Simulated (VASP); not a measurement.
# NbP: relaxation of cell and atoms with PBEsol

Crystal: NbP.

```
Nb P
1.0
    -1.67492    1.67492    5.74011
     1.67492   -1.67492    5.74011
     1.67492    1.67492   -5.74011
Nb P
2 2
Direct
  0.74988 0.74988 0.00000
  0.49988 0.99988 0.50000
  0.33275 0.33275 0.00000
  0.08275 0.58275 0.50000
```

The cell is a database's computed one.

| Property | Result |
| --- | --- |
| Program | VASP 6.6.1 |
| Task | relaxation of cell and atoms |
| Functional | PBEsol |
| Potentials or basis | VASP PAW PBE potentials, release 64 (Nb_sv, P) |
| Cutoff | 520 eV |
| k mesh | 18 × 18 × 18 |
| Occupations | gaussian, width 0.1 eV |
| Spin | no spin polarisation |
| Further INCAR settings | ALGO = Normal; EDIFF = 1e-07; IBRION = 2; EDIFFG = -0.002; NSW = 80; ISIF = 3 |

```json
{"Relaxed volume": "15.54 Å³/atom", "Relaxed cell": "a = 6.111 Å, b = 6.111 Å, c = 6.111 Å, α = 148.48°, β = 148.48°, γ = 45.18°", "Space group after relaxing (to 0.05 Å)": "I4_1md (No. 109)", "Energy gained by relaxing": "12.1 meV/atom", "Ionic steps": "8", "Pressure after relaxing": "0.0 GPa", "Band gap on the k mesh": "none (metal or under the smearing width)"}
```

The path:
| step | energy change (eV) | largest force (eV/Å) | pressure (GPa) | volume (Å³) |
| --- | --- | --- | --- | --- |
| 1 | 0.0000 | 0.0152 | -6.61 | 64.41 |
| 2 | 0.1185 | 0.0473 | 14.77 | 58.41 |
| 3 | -0.0469 | 0.0250 | -0.13 | 62.25 |
| 4 | -0.0469 | 0.0252 | 0.01 | 62.21 |
| 5 | -0.0481 | 0.0351 | 0.01 | 62.18 |
| 6 | -0.0482 | 0.0395 | 0.01 | 62.16 |
| 7 | -0.0483 | 0.0066 | -0.01 | 62.16 |
| 8 | -0.0483 | 0.0001 | -0.01 | 62.16 |

Final structure:
```
Nb P
1.0
    -1.65969    1.65969    5.64181
     1.65969   -1.65969    5.64181
     1.65969    1.65969   -5.64181
Nb P
2 2
Direct
  0.75019 0.75019 0.00000
  0.50019 0.00019 0.50000
  0.33244 0.33244 0.00000
  0.08244 0.58244 0.50000
```

Levels at points of the mesh, in eV from the Fermi level:
```csv
k point,band 16,band 17,band 18,band 19,band 20,band 21
"(0.00, 0.00, 0.00)",-1.76,-1.37,-1.37,0.82,1.66,2.80
"(0.50, 0.00, 0.00)",-1.87,-1.57,-0.06,0.05,1.36,2.58
"(0.50, 0.50, 0.00)",-2.85,-0.45,-0.45,3.10,3.10,3.22
"(0.50, 0.50, 0.50)",-2.78,-0.49,-0.49,1.21,1.21,2.44
```

It took 78 min on 1 thread of Intel(R) Xeon(R) 6975P-C (Granite Rapids), on a shared host, peak memory 0.82 GiB.

Caveat: the PAW data sets were made with another functional, which shifts forces and pressure a little.
